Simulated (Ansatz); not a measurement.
BeO:
```cif
data_Be2O2
_chemical_formula_sum 'Be2 O2'
_space_group_name_H-M_alt 'P 1'
_space_group_IT_number 1
_cell_length_a 2.69026
_cell_length_b 2.69026
_cell_length_c 4.36940
_cell_angle_alpha 90.000
_cell_angle_beta 90.000
_cell_angle_gamma 120.000
loop_
_space_group_symop_operation_xyz
  'x, y, z'
loop_
_atom_site_label
_atom_site_type_symbol
_atom_site_fract_x
_atom_site_fract_y
_atom_site_fract_z
_atom_site_occupancy
Be1 Be 0.33333 0.66667 0.99990 1
Be2 Be 0.66667 0.33333 0.49990 1
O1 O 0.33333 0.66667 0.37760 1
O2 O 0.66667 0.33333 0.87760 1
```

Relaxed with r²SCAN. DFT-r²SCAN in the program Ansatz with PAW potentials gives a gap of 8.55 eV.

Task: What gap does HSE06 give on the same cell (Ansatz, PAW)?

Result: 9.58 eV, 1.03 eV more. The hybrid was solved on a coarser mesh and at special points; its gap is the smallest among all of these.

```csv
k,v1 r²SCAN,c1 r²SCAN,v1 HSE06,c1 HSE06
Γ,0.00,8.55,0.00,9.58
A,-0.55,10.90,?,?
K,-2.46,10.02,?,?
H,-1.30,12.65,?,?
M,-0.95,10.74,-1.02,11.71
L,-1.77,10.00,?,?
```

Task: Top valence (v1) and lowest conduction level (c1) in eV from each method's valence maximum (which need not be a listed point): supply the withheld HSE06 values.

Result: 
- H, v1 HSE06: -1.39
- H, c1 HSE06: 13.70
- L, v1 HSE06: -1.87
- L, c1 HSE06: 10.95
- A, v1 HSE06: -0.59
- A, c1 HSE06: 11.95
- K, v1 HSE06: -2.63
- K, c1 HSE06: 10.95

Cost on shared cores: the r²SCAN run (SCF on a 12×12×6 mesh, then bands and DOS) around 13 core-seconds (rough), the HSE06 run (SCF on 9×9×5, then a few points) about 50 core-seconds (a rough figure); the tasks are unlike.

Space group P6_3mc (wurtzite). The cell was relaxed with r²SCAN under the symmetry of its start; phonons on a q-mesh show no instability.

Potentials: the earlier of the program's two PAW sets.
